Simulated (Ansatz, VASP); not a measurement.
Si2Mo: VASP beside Ansatz

```
Mo Si
1.0
    -1.62106    1.62106    3.98222
     1.62106   -1.62106    3.98222
     1.62106    1.62106   -3.98222
Mo Si
1 2
Direct
  0.00000 0.00000 0.00000
  0.66700 0.66700 0.00000
  0.33300 0.33300 0.00000
```

Change from the starting cell: volume scaled by 1.04.

Alike in both runs: task single point; functional PBEsol; k mesh 12 × 12 × 12; occupations fermi-dirac, width 0.05 eV; no spin polarisation.

|  | VASP | Ansatz |
| --- | --- | --- |
| version | VASP 6.6.1 | Ansatz 0.2.0 |
| potentials or method | VASP PAW PBE potentials, release 64 (Mo_sv, Si) | Ansatz PAW |
| plane-wave cutoff (eV) | 520 | 420 |
| valence electrons in the cell | 22 | 22 |

|  | VASP | Ansatz | Ansatz less VASP |
| --- | --- | --- | --- |
| gap on the k mesh at the Fermi level (eV) | none | none | - |
| pressure (GPa) | -10.0 | -10.3 | -0.31 |
| largest component of the traceless stress (GPa) | 1.46 | 1.48 | +0.012 |
| rms of the force components (eV/Å) | 0.178 | 0.180 | +0.0019 |

Atom by atom the forces differ by 0.002 eV/Å (rms over components). A gap of «none» marks a metal or a gap that the smearing closes.

Caveats: the PAW data sets were made with another functional, which shifts forces and pressure a little (VASP); the PAW data sets come from PBE, with cores solved anew for the run's functional, which leaves a small shift of forces and pressure (Ansatz).
